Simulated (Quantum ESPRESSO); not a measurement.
Crystal: TiC.

```
Ti C
1.0
     0.00000    2.16572    2.16572
     2.16572    0.00000    2.16572
     2.16572    2.16572    0.00000
Ti C
1 1
Direct
  0.03844 0.94250 0.97572
  0.43192 0.51616 0.52787
```

The cell comes from a database or a generator and needn't be the stable form of this composition.

The cell isn't the ideal one: atoms moved at random, drawn with an rms of 0.15 Å.

* Program: Quantum ESPRESSO 7.5
* Task: relaxation of the atoms
* Functional: RPBE
* Potentials or basis: PseudoDojo 0.4 SR PBEsol stringent
* Cutoff: 1143 eV
* Density cutoff: 4572 eV
* k mesh: 11 × 11 × 11
* Occupations: gaussian, width 0.1 eV
* Spin: no spin polarisation

At the start: volume 10.16 Å³/atom.

Problem. Where does the relaxation end?

Solution. Over 7 steps the energy falls by 211.6 meV/atom; space group Fm-3m (No. 225, to 0.05 Å).

Step by step:
| step | energy change (eV) | largest force (eV/Å) |
| --- | --- | --- |
| 1 | 0.0000 | 3.0020 |
| 2 | -0.2746 | 1.5677 |
| 3 | -0.4117 | 0.4624 |
| 4 | -0.4228 | 0.0830 |
| 5 | -0.4231 | 0.0375 |
| 6 | -0.4231 | 0.0197 |
| 7 | -0.4231 | 0.0031 |

Final structure:
```yaml
crystal:
  lattice:
    - [0.00000, 2.16572, 2.16572]
    - [2.16572, 0.00000, 2.16572]
    - [2.16572, 2.16572, 0.00000]
  atoms:
    - { symbol: Ti, position: [0.98525, 0.97930, 0.00178] }
    - { symbol: C, position: [0.48511, 0.47936, 0.50181] }
```

Caveat: the potentials were made for another functional, which shifts forces and pressure.
